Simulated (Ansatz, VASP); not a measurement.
# One calculation of Al3Cu, two programs

Contents of INCAR:

```
ALGO = Fast ; EDIFF = 1E-6
ENCUT = 520 ; ISIF = 2
ISMEAR = 0 ; LASPH = T
LCHARG = T ; LELF = T
LREAL = F ; LVHAR = T
LWAVE = F ; NBANDS = 18
NELM = 80 ; PREC = Accurate
SIGMA = 0.15
```

KPOINTS

```
k-points
0
Gamma
  10 10 10
```

Contents of POSCAR:

```
Al3Cu
1.0
    3.9898006248      0.0000000000      0.0000000000
    0.0000000000      3.9898006248      0.0000000000
    0.0000000000      0.0000000000      3.5850382426
Al Cu
3 1
Direct
    0.0000000000      0.5000000000      0.5000000000
    0.5000000000      0.0000000000      0.5000000000
    0.5000000000      0.5000000000      0.0000000000
    0.0000000000      0.0000000000      0.0000000000
```

Input for Ansatz:

```yaml
crystal:
  lattice:
    - [3.9898006248, 0.0, 0.0]
    - [0.0, 3.9898006248, 0.0]
    - [0.0, 0.0, 3.5850382426]
  atoms:
    - { symbol: Al, position: [0.0, 0.5, 0.5] }
    - { symbol: Al, position: [0.5, 0.0, 0.5] }
    - { symbol: Al, position: [0.5, 0.5, 0.0] }
    - { symbol: Cu, position: [0.0, 0.0, 0.0] }
basis:
  ecutwfc: 520.0
kpoints:
  mp_grid: { grid: [10, 10, 10] }
hamiltonian:
  xc: lda
  pseudopotentials: { kind: paw, azcp: { folder: soft_1 } }
scf:
  occupations: { method: gaussian, width: 0.15 }
output:
  forces: true
  stress: true
  eigenvalues: true
  write_density: true
  write_potential: true
  elf: true
  volumetric_format: npy
```

Change from the starting cell: strain +e along x and -e along y +0.0000, strain +e along z and -e/2 along x and y -0.0700.

Alike in both runs: task single point; functional LDA; k mesh 10 × 10 × 10; occupations gaussian, width 0.15 eV; no spin polarisation.

|  | VASP | Ansatz |
| --- | --- | --- |
| version | VASP 6.6.1 | Ansatz 0.2.0 |
| potentials or method | VASP PAW LDA potentials, release 64 (Al, Cu) | scalar-relativistic, plane waves, PAW |
| plane-wave cutoff (eV) | 520 | 520 |
| valence electrons in the cell | 20 | 28 |

```tsv
	VASP	Ansatz	Ansatz less VASP
gap on the k mesh at the Fermi level (eV)	none	none	-
pressure (GPa)	1.3	0.8	-0.49
largest component of the traceless stress (GPa)	6.29	6.26	-0.027
```

A gap of «none» marks a metal or a gap that the smearing closes. The two sets of potentials don't hold the same shells in valence. Ansatz warned: «pseudo_functional_mismatch».
